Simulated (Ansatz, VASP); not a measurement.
## Si in VASP and in Ansatz

```
CELL_PARAMETERS angstrom
3.84720 0.00000 0.00000
-1.92360 3.33177 0.00000
0.00000 0.00000 18.44470
ATOMIC_POSITIONS crystal
Si 0.33333 0.66667 0.26958
Si 0.66667 0.33333 0.24397
Si 0.11111 0.88889 0.52832
Si 0.44444 0.55556 0.50271
```

Alike in both runs: task single point; functional PBE; dispersion D3(BJ); k mesh 9 × 9 × 1; occupations gaussian, width 0.1 eV; no spin polarisation.

|  | VASP | Ansatz |
| --- | --- | --- |
| version | VASP 6.6.1 | Ansatz 0.2.0 |
| potentials or method | VASP PAW PBE potentials, release 64 (Si) | scalar-relativistic, plane waves, PAW |
| plane-wave cutoff (eV) | 520 | 420 |
| valence electrons in the cell | 16 | 16 |

```tsv
	VASP	Ansatz	Ansatz less VASP
gap on the k mesh at the Fermi level (eV)	0.14	0.14	0.000
least direct gap on the mesh (eV)	0.14	0.14	0.000
rms of the force components (eV/Å)	0.059	0.061	+0.0020
```

Atom by atom the forces differ by 0.004 eV/Å (rms over components). Ansatz warned: «xc_potential_rough_in_thin_density».
